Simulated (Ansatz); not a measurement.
# MoSe2: the cost of one run

Program: Ansatz 0.2.0. Level of theory: DFT PBE+D3(BJ), scalar-relativistic, plane waves, PAW. These are calculated values, not measurements.

The COD entry's cell or inner coordinates are ideal or old and differ from later refinements, so a difference from it is no clean test against experiment.

3 further runs of the same task are left out: 1 that didn't finish, 2 set aside as unsound or not needed.

## 1. The structure to begin with

Symmetry: P6_3/mmc, No. 194, hexagonal system. The conventional cell has a = 3.276 Å, b = 3.276 Å, c = 12.732 Å, α = 90.00°, β = 90.00°, γ = 120.00°. Around Mo (site symmetry -6m2) lie 6 Se at 2.53 Å. Around Se (site symmetry 3m) lie 3 Mo at 2.53 Å.

Structure file:

```
Mo Se
1.0
     3.27620    0.00000    0.00000
    -1.63810    2.83727    0.00000
     0.00000    0.00000   12.73177
Mo Se
2 4
Direct
  0.33333 0.66667 0.25000
  0.66667 0.33333 0.75000
  0.33333 0.66667 0.61848
  0.66667 0.33333 0.11848
  0.33333 0.66667 0.88152
  0.66667 0.33333 0.38152
```

It is the result of an earlier relaxation at this level (volume 19.72 Å³/atom; gap on the mesh: 0.77 eV).

## 2. Electronic structure at the relaxed geometry

Input file input.yaml:

```yaml
crystal:
  lattice:
    - [3.2761977964, 0.0, 0.0]
    - [-1.6380988982, 2.8372705195, 0.0]
    - [0.0, 0.0, 12.7317697643]
  atoms:
    - { symbol: Mo, position: [0.3333333333, 0.6666666667, 0.25] }
    - { symbol: Mo, position: [0.6666666667, 0.3333333333, 0.75] }
    - { symbol: Se, position: [0.3333333333, 0.6666666667, 0.618476104] }
    - { symbol: Se, position: [0.6666666667, 0.3333333333, 0.118476104] }
    - { symbol: Se, position: [0.3333333333, 0.6666666667, 0.881523896] }
    - { symbol: Se, position: [0.6666666667, 0.3333333333, 0.381523896] }
basis:
  ecutwfc: 420
kpoints:
  mp_grid: { grid: [12, 12, 2] }
  band_path:
    path:
      - [[0.0, 0.0, 0.0], [0.5, 0.0, 0.0], [0.33333333, 0.33333333, 0.0], [0.0, 0.0, 0.0], [0.0, 0.0, 0.5], [0.5, 0.0, 0.5], [0.33333333, 0.33333333, 0.5], [0.0, 0.0, 0.5]]
      - [[0.5, 0.0, 0.5], [0.5, 0.0, 0.0]]
      - [[0.33333333, 0.33333333, 0.5], [0.33333333, 0.33333333, 0.0]]
    npoints: 14
hamiltonian:
  xc: pbe
  dispersion: d3bj
scf:
  occupations: { method: gaussian, width: 0.02 }
  n_extra_bands: 15
output:
  forces: true
  stress: true
  eigenvalues: true
  populations: true
  dos: { projected: true, de: 0.02, nscf_kmesh: { grid: [18, 18, 3] } }
  bader: true
  write_density: true
  write_potential: true
  elf: true
  volumetric_format: npy
```

Run with:

```
ansatz run input.yaml --threads 2 --pin off --max-ram 5120MiB --backend cpu --events-out ev --progress --plain --runs-dir out
```

What time and memory should one allow on 2 threads of Arm Neoverse V2, shared host?

About 49 s, with a peak of 0.76 GiB.
